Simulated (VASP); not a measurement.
# Mo (Fm-3m) in VASP: single point with optB88-vdW

Aim: the single point of Mo with optB88-vdW.

All numbers are computed with VASP 6.6.1; they aren't measurements. Logs are shortened: lines on timing, memory, paths and dates and some standing lists are left out, and cuts for length are marked.

## (1) The crystal as given

The structure is cubic, space group Fm-3m (No. 225). The conventional cell has a = 4.030 Å, b = 4.030 Å, c = 4.030 Å, α = 90.00°, β = 90.00°, γ = 90.00°. Around Mo (site symmetry m-3m) lie 12 Mo at 2.85 Å.

This isn't the form of Mo at room conditions, which is bcc.

## (2) Single point, optB88-vdW

INCAR

```
SYSTEM = Mo
PREC = Accurate
ENCUT = 520
EDIFF = 1E-6
ISMEAR = 1
SIGMA = 0.2
LREAL = .FALSE.
LASPH = .TRUE.
NELM = 60
ALGO = Fast
ISIF = 2
LWAVE = .FALSE.
LCHARG = .FALSE.
GGA = BO
LUSE_VDW = .TRUE.
AGGAC = 0.0
PARAM1 = 0.1833333333
PARAM2 = 0.22
NBANDS = 36
```

Mo.cif

```cif
data_Mo
_cell_length_a 4.03000000
_cell_length_b 4.03000000
_cell_length_c 4.03000000
_cell_angle_alpha 90.00000000
_cell_angle_beta 90.00000000
_cell_angle_gamma 90.00000000
_space_group_name_H-M_alt 'Fm-3m'
_space_group_name_Hall '-F 4 2 3'
_space_group_IT_number 225
loop_
_space_group_symop_operation_xyz
'x,y,z'
'-x,-y,-z'
'-y,x,z'
'y,-x,-z'
'-x,-y,z'
'x,y,-z'
'y,-x,z'
'-y,x,-z'
'x,-y,-z'
'-x,y,z'
'-y,-x,-z'
'y,x,z'
'-x,y,-z'
'x,-y,z'
'y,x,-z'
'-y,-x,z'
'z,x,y'
'-z,-x,-y'
'z,-y,x'
'-z,y,-x'
'z,-x,-y'
'-z,x,y'
'z,y,-x'
'-z,-y,x'
'-z,x,-y'
'z,-x,y'
'-z,-y,-x'
'z,y,x'
'-z,-x,y'
'z,x,-y'
'-z,y,x'
'z,-y,-x'
'y,z,x'
'-y,-z,-x'
'x,z,-y'
'-x,-z,y'
'-y,z,-x'
'y,-z,x'
'-x,z,y'
'x,-z,-y'
'-y,-z,x'
'y,z,-x'
'-x,-z,-y'
'x,z,y'
'y,-z,-x'
'-y,z,x'
'x,-z,y'
'-x,z,-y'
'x,y+1/2,z+1/2'
'-x,-y+1/2,-z+1/2'
'-y,x+1/2,z+1/2'
[... 62 lines left out ...]
'-z+1/2,-x,-y+1/2'
'z+1/2,-y,x+1/2'
'-z+1/2,y,-x+1/2'
'z+1/2,-x,-y+1/2'
'-z+1/2,x,y+1/2'
'z+1/2,y,-x+1/2'
'-z+1/2,-y,x+1/2'
'-z+1/2,x,-y+1/2'
'z+1/2,-x,y+1/2'
'-z+1/2,-y,-x+1/2'
'z+1/2,y,x+1/2'
'-z+1/2,-x,y+1/2'
'z+1/2,x,-y+1/2'
'-z+1/2,y,x+1/2'
'z+1/2,-y,-x+1/2'
'y+1/2,z,x+1/2'
'-y+1/2,-z,-x+1/2'
'x+1/2,z,-y+1/2'
'-x+1/2,-z,y+1/2'
'-y+1/2,z,-x+1/2'
'y+1/2,-z,x+1/2'
'-x+1/2,z,y+1/2'
'x+1/2,-z,-y+1/2'
'-y+1/2,-z,x+1/2'
'y+1/2,z,-x+1/2'
'-x+1/2,-z,-y+1/2'
'x+1/2,z,y+1/2'
'y+1/2,-z,-x+1/2'
'-y+1/2,z,x+1/2'
'x+1/2,-z,y+1/2'
'-x+1/2,z,-y+1/2'
'x+1/2,y+1/2,z'
'-x+1/2,-y+1/2,-z'
'-y+1/2,x+1/2,z'
'y+1/2,-x+1/2,-z'
'-x+1/2,-y+1/2,z'
'x+1/2,y+1/2,-z'
'y+1/2,-x+1/2,z'
'-y+1/2,x+1/2,-z'
'x+1/2,-y+1/2,-z'
'-x+1/2,y+1/2,z'
'-y+1/2,-x+1/2,-z'
'y+1/2,x+1/2,z'
'-x+1/2,y+1/2,-z'
'x+1/2,-y+1/2,z'
'y+1/2,x+1/2,-z'
'-y+1/2,-x+1/2,z'
'z+1/2,x+1/2,y'
'-z+1/2,-x+1/2,-y'
'z+1/2,-y+1/2,x'
'-z+1/2,y+1/2,-x'
'z+1/2,-x+1/2,-y'
'-z+1/2,x+1/2,y'
'z+1/2,y+1/2,-x'
'-z+1/2,-y+1/2,x'
'-z+1/2,x+1/2,-y'
'z+1/2,-x+1/2,y'
'-z+1/2,-y+1/2,-x'
'z+1/2,y+1/2,x'
'-z+1/2,-x+1/2,y'
'z+1/2,x+1/2,-y'
'-z+1/2,y+1/2,x'
'z+1/2,-y+1/2,-x'
'y+1/2,z+1/2,x'
'-y+1/2,-z+1/2,-x'
'x+1/2,z+1/2,-y'
'-x+1/2,-z+1/2,y'
'-y+1/2,z+1/2,-x'
'y+1/2,-z+1/2,x'
'-x+1/2,z+1/2,y'
'x+1/2,-z+1/2,-y'
'-y+1/2,-z+1/2,x'
'y+1/2,z+1/2,-x'
'-x+1/2,-z+1/2,-y'
'x+1/2,z+1/2,y'
'y+1/2,-z+1/2,-x'
'-y+1/2,z+1/2,x'
'x+1/2,-z+1/2,y'
'-x+1/2,z+1/2,-y'
loop_
_atom_site_label
_atom_site_type_symbol
_atom_site_symmetry_multiplicity
_atom_site_Wyckoff_symbol
_atom_site_fract_x
_atom_site_fract_y
_atom_site_fract_z
_atom_site_occupancy
Mo1 Mo 4 a 0.0000000000 0.0000000000 0.0000000000 1
```

KPOINTS

```
regular mesh
0
G
  7 7 7
  0 0 0
```

POSCAR

```
Mo
 1.0000000000000000
     4.0300000000000002    0.0000000000000000    0.0000000000000000
     0.0000000000000000    4.0300000000000002    0.0000000000000000
     0.0000000000000000    0.0000000000000000    4.0300000000000002
 Mo 
   4
Cartesian
  0.0000000000000000  0.0000000000000000  0.0000000000000000
  0.0000000000000000  2.0150000000000001  2.0150000000000001
  2.0150000000000001  0.0000000000000000  2.0150000000000001
  2.0150000000000001  2.0150000000000001  0.0000000000000000
```

Potentials or basis: VASP PAW PBE potentials, release 64 (Mo_sv).

Command:

```bash
$ ase convert -i cif -o vasp Mo.cif POSCAR
$ cat potpaw_PBE.64/Mo_sv/POTCAR > POTCAR
$ mpirun -np 1 vasp_std > vasp.out
```

OUTCAR:

```text
SYSTEM = Mo
   PREC = Accurate
   ENCUT = 520
   EDIFF = 1E-6
   ISMEAR = 1
   LREAL = .FALSE.
   LASPH = .TRUE.
   NELM = 60
   ISIF = 2
   GGA = BO

 ion  position               nearest neighbor table
   1  0.000  0.000  0.000-   2 2.85   3 2.85   4 2.85   2 2.85   3 2.85   2 2.85   4 2.85   2 2.85
                             3 2.85   4 2.85   3 2.85   4 2.85
   2  0.000  0.500  0.500-   1 2.85   3 2.85   4 2.85   1 2.85   4 2.85   1 2.85   3 2.85   1 2.85
                             3 2.85   4 2.85   4 2.85   3 2.85
   3  0.500  0.000  0.500-   1 2.85   2 2.85   4 2.85   1 2.85   4 2.85   2 2.85   4 2.85   4 2.85
                             1 2.85   2 2.85   1 2.85   2 2.85
   4  0.500  0.500  0.000-   1 2.85   2 2.85   3 2.85   2 2.85   3 2.85   1 2.85   3 2.85   3 2.85
                             1 2.85   2 2.85   2 2.85   1 2.85

  LATTYP: Found a simple cubic cell.
 ALAT       =     4.0300000000

  Lattice vectors:

 A1 = (   4.0300000000,   0.0000000000,   0.0000000000)
 A2 = (   0.0000000000,   4.0300000000,   0.0000000000)
 A3 = (   0.0000000000,   0.0000000000,   4.0300000000)

Analysis of symmetry for initial positions (statically):
=====================================================================
 Subroutine PRICEL returns following result:

  LATTYP: Found a face centered cubic cell.
 ALAT       =     4.0300000000

  Lattice vectors:

 A1 = (   2.0150000000,  -2.0150000000,   0.0000000000)
 A2 = (   2.0150000000,   0.0000000000,   2.0150000000)
 A3 = (   0.0000000000,  -2.0150000000,   2.0150000000)

   4 primitive cells build up your supercell.

 Routine SETGRP: Setting up the symmetry group for a
 simple cubic supercell.

 Subroutine GETGRP returns: Found 48 space group operations
 (whereof 48 operations were pure point group operations)
 out of a pool of 48 trial point group operations.

The static configuration has the point symmetry O_h .

Analysis of symmetry for dynamics (positions and initial velocities):
=====================================================================
 Subroutine PRICEL returns following result:

  LATTYP: Found a face centered cubic cell.
 ALAT       =     4.0300000000

  Lattice vectors:

 A1 = (   2.0150000000,  -2.0150000000,   0.0000000000)
 A2 = (   2.0150000000,   0.0000000000,   2.0150000000)
 A3 = (   0.0000000000,  -2.0150000000,   2.0150000000)

   4 primitive cells build up your supercell.

 Routine SETGRP: Setting up the symmetry group for a
 simple cubic supercell.

 Subroutine GETGRP returns: Found 48 space group operations
 (whereof 48 operations were pure point group operations)
 out of a pool of 48 trial point group operations.

The dynamic configuration has the point symmetry O_h .

 Subroutine INISYM returns: Found 48 space group operations
 (whereof 48 operations are pure point group operations),
 and found     4 'primitive' translations

----------------------------------------------------------------------------------------

                                     Primitive cell

  volume of cell :      16.3627

  direct lattice vectors                    reciprocal lattice vectors
     2.015000000 -2.015000000  0.000000000     0.248138958 -0.248138958 -0.248138958
     2.015000000  0.000000000  2.015000000     0.248138958  0.248138958  0.248138958
     0.000000000 -2.015000000  2.015000000    -0.248138958 -0.248138958  0.248138958

[... 37 lines left out ...]
            Coordinates               Weight
  0.000000  0.000000  0.000000      1.000000
  0.142857  0.000000  0.000000      6.000000
  0.285714  0.000000  0.000000      6.000000
  0.428571  0.000000  0.000000      6.000000
  0.142857  0.142857  0.000000     12.000000
  0.285714  0.142857  0.000000     24.000000
[... 12 lines left out ...]
  0.428571  0.428571  0.285714     24.000000
  0.428571  0.428571  0.428571      8.000000
   k-points           NKPTS =     20   k-points in BZ     NKDIM =     20   number of bands    NBANDS=     36
   number of dos      NEDOS =    301   number of ions     NIONS =      4
   total plane-waves  NPLWV =  27000
   dimension x,y,z NGX =    30 NGY =   30 NGZ =   30
   dimension x,y,z NGXF=    60 NGYF=   60 NGZF=   60
   ions per type =               4
   NGX,Y,Z   is equivalent  to a cutoff of  12.38, 12.38, 12.38 a.u.
   NGXF,Y,Z  is equivalent  to a cutoff of  24.75, 24.75, 24.75 a.u.
 SYSTEM =  Mo
   PREC   = accura    normal or accurate (medium, high low for compatibility)
   ISTART =      0    job   : 0-new  1-cont  2-samecut
   ICHARG =      2    charge: 1-file 2-atom 10-const
   ISPIN  =      1    spin polarized calculation?
   LNONCOLLINEAR =      F non collinear calculations
   LSORBIT =      F    spin-orbit coupling
   LASPH  =      T    aspherical Exc in radial PAW
   ENCUT  =  520.0 eV  38.22 Ry    6.18 a.u.   7.49  7.49  7.49*2*pi/ulx,y,z
   NELM   =     60;   NELMIN=  2; NELMDL= -5     # of ELM steps
   EDIFF  = 0.1E-05   stopping-criterion for ELM
   LREAL  =      F    real-space projection
   EDIFFG = 0.1E-04   stopping-criterion for IOM
   NSW    =      0    number of steps for IOM
   IBRION =     -1    ionic relax: 0-MD 1-quasi-New 2-CG
   NFREE  =      0    steps in history (QN), initial steepest desc. (CG)
   ISIF   =      2    stress and relaxation
   ISYM   =      2    0-nonsym 1-usesym 2-fastsym
   POTIM  = 0.5000    time-step for ionic-motion
   TEBEG  =    0.0;   TEEND  =   0.0 temperature during run
   PSTRESS=    0.0 pullay stress
   NELECT =      56.0000    total number of electrons
   NUPDOWN=      -1.0000    fix difference up-down
   EMIN   =  10.00;   EMAX   =-10.00  energy-range for DOS
   EFERMI =   0.00;   METHOD = LEGACY
   ISMEAR =     1;   SIGMA  =   0.20  broadening in eV -4-tet -1-fermi 0-gaus
   EFERMI_NEDOS =   21; number of points for ismear=-14 and -15
   IALGO  =     68    algorithm
   IMIX   =      4    mixing-type and parameters
     AMIX     =   0.40;   BMIX     =  1.00
     AMIX_MAG =   1.60;   BMIX_MAG =  1.00
  volume/ion in A,a.u.               =      16.36       110.42
  Fermi-wavevector in a.u.,A,eV,Ry     =   1.554172  2.936960 32.864208  2.415451
  Thomas-Fermi vector in A             =   2.658297
   LORBIT       =      0    0 simple, 1 ext, 2 COOP (PROOUT), +10 PAW based schemes
   GGA     = BO    functional components
   LHFCALC =     F    Hartree Fock is set to
   AEXX    =    0.0000 exact exchange contribution
   IVDW_NL    =     1    kernel type
   BPARAM     = 6.3000
   IVDW    =     0    specifies the selected vdW correction
   LEPSILON=     F    determine dielectric tensor
   LRPA    =     F    only Hartree local field effects (RPA)
 non-spin polarized calculation
 RMM-DIIS sequential band-by-band and
 Methfessel and Paxton  Order N= 1 SIGMA  =   0.20
  energy-cutoff  :      520.00
  volume of cell :       65.45
 maximum number of plane-waves:      1791
 NGX is ok and might be reduce to    30
   NGX = 15   NGY = 15   NGZ = 15

 number of electron      56.0000003 magnetization

 Free energy of the ion-electron system (eV)
  ---------------------------------------------------
  ext. energy  EPLUGINS =         0.00000000
  ---------------------------------------------------
  free energy    TOTEN  =       -29.34678490 eV

  energy without entropy =      -29.33940206  energy(sigma->0) =      -29.34432395

 E-fermi :  11.4134     XC(G=0): -13.1155

 val. band max:       11.4060775401   @ k =   0.4286   0.4286   0.2857
 cond. band min:      11.4441748529   @ k =   0.2857   0.1429   0.0000
 fundamental gap:      0.0380973128
 Fermi energy:        11.4134040963

 k-point     1 :       0.0000    0.0000    0.0000
  band No.  band energies     occupation
      1     -49.3275      2.00000
      2     -49.0545      2.00000
      3     -49.0545      2.00000
      4     -49.0545      2.00000
      5     -23.8588      2.00000
      6     -23.8588      2.00000
[... 769 lines left out ...]
     35      15.2767     -0.00000
     36      15.2839     -0.00000

------------------------ aborting loop because EDIFF is reached ----------------------------------------

  FORCE on cell =-STRESS in cart. coord.  units (eV):
  Direction    XX          YY          ZZ          XY          YZ          ZX
  --------------------------------------------------------------------------------------
  -------------------------------------------------------------------------------------
  Total       -2.0127069     -2.0127069     -2.0127069      0.0000000      0.0000000      0.0000000
  in kB      -49.2692530    -49.2692530    -49.2692530      0.0000000      0.0000000      0.0000000
  external PRESSURE =     -49.2692530 kB  Pullay stress =       0.0000000 kB

 VOLUME and BASIS-vectors are now :
 -----------------------------------------------------------------------------
  energy-cutoff  :      520.00
  volume of cell :       65.45
      direct lattice vectors                 reciprocal lattice vectors
     4.030000000  0.000000000  0.000000000     0.248138958  0.000000000  0.000000000
     0.000000000  4.030000000  0.000000000     0.000000000  0.248138958  0.000000000
     0.000000000  0.000000000  4.030000000     0.000000000  0.000000000  0.248138958

 POSITION                                       TOTAL-FORCE (eV/Angst)
 -----------------------------------------------------------------------------------
      0.00000      0.00000      0.00000         0.000000     -0.000000     -0.000000
      0.00000      2.01500      2.01500        -0.000000      0.000000     -0.000000
      2.01500      0.00000      2.01500         0.000000     -0.000000     -0.000000
      2.01500      2.01500      0.00000         0.000000      0.000000      0.000000
 -----------------------------------------------------------------------------------
    total drift:                                0.000000      0.000000     -0.000000

  FREE ENERGIE OF THE ION-ELECTRON SYSTEM (eV)
  ---------------------------------------------------
  free  energy   TOTEN  =       -29.3467849013 eV

  energy  without entropy=      -29.3394020610  energy(sigma->0) =      -29.34432395

Total vdW correction in eV:      6.9054427
```

Wall time 57 s (1 thread of Intel Xeon 6975P-C (Granite Rapids), shared host); peak memory 0.34 GiB.

Results:

```
Free energy            : -29.3468 eV
Pressure               : -4.9 GPa
Band gap on the k mesh : none (metal or under the smearing width)
```

Levels at points of the mesh, in eV from the Fermi level:
```
           k point  band 24  band 25  band 26  band 27  band 28  band 29  band 30  band 31  band 32  band 33
(0.00, 0.00, 0.00)    -0.73    -0.73    -0.73     1.86     1.86     3.81     3.81     3.81     3.99     3.99
```

Caveat: the PAW data sets were made with another functional, which shifts forces and pressure a little.

## (3) For comparison

An earlier run on the cell as given: functional PBE; potentials or basis VASP PAW PBE potentials, release 64 (Mo_sv); cutoff 520 eV; k mesh 11 × 11 × 11; occupations fermi-dirac, width 0.05 eV; no spin polarisation.

- Pressure: -4.0 GPa
- Band gap on the k mesh: none (metal or under the smearing width)
